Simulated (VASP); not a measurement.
VASP 6.6.1 run: InSb

INCAR

```
ALGO = Normal
NSW = 0
ISIF = 2
LREAL = .FALSE.
NBANDS = 16
LCHARG = .FALSE.
ISMEAR = -1
ENCUT = 200
EDIFF = 1E-7
LASPH = .TRUE.
GGA = PE
IBRION = -1
LWAVE = .FALSE.
NELM = 73
PREC = Accurate
SIGMA = 0.02
```

KPOINTS

```
KPOINTS created by Atomic Simulation Environment
0
Gamma
6 6 6
0 0 0
```

POSCAR

```
In Sb
 1.0000000000000000
     0.0000000000000000    3.3874089927000002    3.2795130145000000
     3.3874089927000002    0.0000000000000000    3.2795130145000000
     3.3874089927000002    3.3874089927000002    0.0000000000000000
 In  Sb
   1   1
Cartesian
  0.0000000000000000  0.0000000000000000  0.0000000000000000
  1.6937044963499999  1.6937044963499999  1.6397565072500000
```

The recommended PBE PAW datasets give the neutral cell 18 valence electrons.

Command

```
mpirun -np 1 vasp_std
```

Q: Predict the outcome of this run.

A: It converged. Results: gap between bands v and c on the k mesh 0.14 eV; least direct gap on the k mesh 0.14 eV; pressure -8.5 GPa. Band v is the last that the valence electrons fill when counted band by band, and c is the next.

OSZICAR

```
N       E                     dE             d eps       ncg     rms          rms(c)
DAV:   1     0.687705377147E+02    0.68771E+02   -0.50231E+03  1008   0.495E+02
DAV:   2    -0.410752932390E+01   -0.72878E+02   -0.71684E+02  1216   0.175E+02
DAV:   3    -0.687512389830E+01   -0.27676E+01   -0.27658E+01  1080   0.384E+01
DAV:   4    -0.690847211352E+01   -0.33348E-01   -0.33346E-01  1384   0.467E+00
DAV:   5    -0.690934124839E+01   -0.86913E-03   -0.86913E-03  1080   0.620E-01    0.372E+00
DAV:   6    -0.680765698000E+01    0.10168E+00   -0.17957E-01  1304   0.505E+00    0.212E+00
DAV:   7    -0.679901963830E+01    0.86373E-02   -0.65165E-02  1192   0.211E+00    0.639E-01
DAV:   8    -0.680024353573E+01   -0.12239E-02   -0.75763E-03  1168   0.795E-01    0.205E-01
DAV:   9    -0.680096438297E+01   -0.72085E-03   -0.94896E-04  1176   0.231E-01    0.804E-02
DAV:  10    -0.680100374011E+01   -0.39357E-04   -0.40747E-05  1312   0.439E-02    0.311E-02
DAV:  11    -0.680105324410E+01   -0.49504E-04   -0.94305E-05  1128   0.519E-02    0.262E-02
DAV:  12    -0.680105452566E+01   -0.12816E-05   -0.15742E-06  1160   0.692E-03    0.108E-02
DAV:  13    -0.680105585445E+01   -0.13288E-05   -0.15727E-06  1224   0.754E-03    0.473E-03
DAV:  14    -0.680105545363E+01    0.40082E-06   -0.11684E-07  1032   0.180E-03    0.184E-03
DAV:  15    -0.680105542036E+01    0.33272E-07   -0.28528E-08   840   0.868E-04
   1 F= -.68010554E+01 E0= -.68010195E+01  d E =-.717900E-04
```

These settings aren't sound, so the numbers aren't properties of the crystal.

On sound settings PBE gives a gap of 0.14 eV on its mesh and a pressure of -1.0 GPa for the intended cell.
